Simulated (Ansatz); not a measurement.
An Ansatz run on zincblende GaSb left the output below. The cell was relaxed with r2SCAN and then strained (epitaxial +1.0 % in the plane normal to [111], free normal strain -0.50 %), with the atoms relaxed again with r2SCAN; k points keep the names of the unstrained zone.

Structure:
```cif
data_structure
_symmetry_space_group_name_H-M 'P 1'
_symmetry_Int_Tables_number 1
_cell_length_a 4.3359
_cell_length_b 4.3359
_cell_length_c 4.3359
_cell_angle_alpha 60.661
_cell_angle_beta 60.661
_cell_angle_gamma 60.661
_cell_volume 58.50
loop_
_atom_site_label
_atom_site_type_symbol
_atom_site_fract_x
_atom_site_fract_y
_atom_site_fract_z
_atom_site_occupancy
Ga1 Ga 0.99934 0.99934 0.99934 1
Sb1 Sb 0.25066 0.25066 0.25066 1
```

The log, with set-up remarks and timings taken out:
```
scf.n_extra_bands = 4 over 14 filled bands (N_el = 28.0): the run solves 18 bands
Pseudopotential: Ga, paw, valence charge 13, recommended cutoff 420 eV (normal)
Pseudopotential: Sb, paw, valence charge 15, recommended cutoff 420 eV (normal)
Functional definition: HSE06
Crystal: 2 atoms, lattice volume = 58.501 Å³
Basis set: ecut = 420 eV, 1163 PW (Γ)
Symmetry: 6 space group operations
Space group: R3m (ITA 160)
k-points: 32 of 216 (time reversal used)
Exchange kernel: α = 0.2500, screened, ω = 0.2079 Å⁻¹, Wigner–Seitz truncation, v(0) = 1046.8549 eV·Å³, q-mesh 6×6×6
preconditioner: auto → none  [insulator: Δε(μ)=0.445 eV  σ=0.020 eV  ℏωp=20.6 eV]
hybrid outer 1: dexx = +1.098e-2 eV, tail = 4.97e-5 eV
hybrid outer 2: dexx = +8.807e-7 eV, tail = 1.79e-8 eV, Δε = 2.68e-3 eV, ΔF = 4.51e-4 eV/Å
NSCF: frozen V_eff on 7 k-points
Free energy (F): -10272.653276 eV
Fermi energy:    7.452494 eV
--- Per-component energies (eV) ---
  E_band       = -329.946787
  E_kinetic    = 321.325000
  E_local      = -3946.057053
  E_nonlocal   = 788.517186
  E_hartree    = 1819.111993
  E_xc         = -166.056518
  E_vxc        = -123.290910
  E_exx        = -88.619333
  E_paw        = -6524.985814
  E_vpaw       = -831.426027
  E_ewald      = -2476.026164
  E_core_change = 0.137557
--- Forces (eV/Å), atoms counted from 1 ---
  atom   1  Ga    -0.00104    -0.00104    -0.00104
  atom   2  Sb      0.00105      0.00105      0.00105
--- Stress (GPa, compression-positive) ---
       -0.597025       0.424627       0.424627
        0.424627      -0.597025       0.424627
        0.424627       0.424627      -0.597025
  P = ⅓ Tr σ = -0.5970 GPa (-5.970 kbar)
--- Band table (eV; the first three rows and the last of 32) ---
  k-point 0: bands = […, -10.5568, -10.5568, -5.3589, 7.0604, 7.0604, 7.1625, 7.7422, 10.4893, 10.4893, 10.6340]
  k-point 1: bands = […, -10.5573, -10.5571, -5.0576, 4.3075, 6.6649, 6.7431, 8.7278, 11.0505, 11.1550, 11.7070]
  k-point 2: bands = […, -10.5578, -10.5573, -4.2541, 1.5793, 6.1056, 6.1620, 8.3098, 11.5423, 11.6110, 14.3473]
  k-point 31: bands = […, -10.5571, -10.5571, -3.5438, 0.2974, 5.8171, 5.8171, 7.9253, 11.4766, 11.4766, 14.2520]
```

bands.tsv, columns around the gap (it counts bands from 0):
```tsv
# k_distance	band_9	band_10	band_11	band_12	band_13	band_14	band_15	band_16	band_17
# fermi_ev = 7.452495
# [0, 0, 0] at k_distance = 0.000000
# [-0.5, -0.5, 0] at k_distance = 1.019674
# [-0.375, -0.375, 0.25] at k_distance = 1.381985
# [-0.375, 0, 0.375] at k_distance = 2.005362
# [0, 0, 0.5] at k_distance = 2.628738
# [-0.5, -0.25, 0.25] at k_distance = 3.353361
# [-0.010417, 0, 0.010417] at k_distance = 4.460522
# levels_relative_to = fermi_ev
0.000	-18.009	-12.811	-0.392	-0.392	-0.290	0.290	3.037	3.037	3.182
1.020	-18.007	-10.160	-7.653	-3.127	-3.022	1.088	1.460	9.332	9.398
1.382	-18.009	-10.217	-7.453	-4.144	-2.711	1.561	4.330	7.080	7.359
2.005	-18.009	-10.248	-7.449	-4.171	-2.616	1.691	4.105	7.104	7.447
2.629	-18.010	-11.078	-7.173	-1.566	-1.518	0.657	4.074	4.134	6.902
3.353	-18.010	-10.115	-7.500	-3.884	-3.631	4.051	4.587	4.839	5.131
4.461	-18.009	-12.808	-0.501	-0.401	-0.294	0.386	3.040	3.049	3.188
```
In order the rows are Γ, X, U, K, L, W, Γ–K (0.03).

Q: Write the input file that gave this output.

A:
```yaml
crystal:
  # lattice and atoms as above
kpoints:
  mp_grid: { grid: [6, 6, 6] }
  band_path:
    path:
      - [0.0, 0.0, 0.0]
      - [-0.5, -0.5, 0.0]
      - [-0.375, -0.375, 0.25]
      - [-0.375, 0.0, 0.375]
      - [0.0, 0.0, 0.5]
      - [-0.5, -0.25, 0.25]
      - [-0.010417, 0.0, 0.010417]
    npoints: 1
hamiltonian:
  xc: hse06
scf:
  occupations: { method: fermi_dirac, width: 0.02 }
  n_extra_bands: 4
output:
  forces: true
  stress: true
  eigenvalues: true
```
The exchange loop and the term E_exx show exact exchange. A single point prints forces and stress when the output block asks for them. Keys that aren't typed take their defaults; thresholds and the kind of smearing can't be read off these lines.

It took 46 s on 1 × NVIDIA H100 80GB HBM3 with 2 threads of AMD EPYC 7R13 Processor (Zen 3), with other jobs on the host, load about 0.6 per core; peak host memory 3 GiB.

The values are computed, spin-unpolarised, and not measurements.

No spin-orbit coupling is included; it can move band edges with weight on the heavy atoms by tenths of an eV.

The stress of a hybrid is loosely converged in these runs.

The meshes of the hybrids are coarse, so their gaps aren't converged to the digits shown.
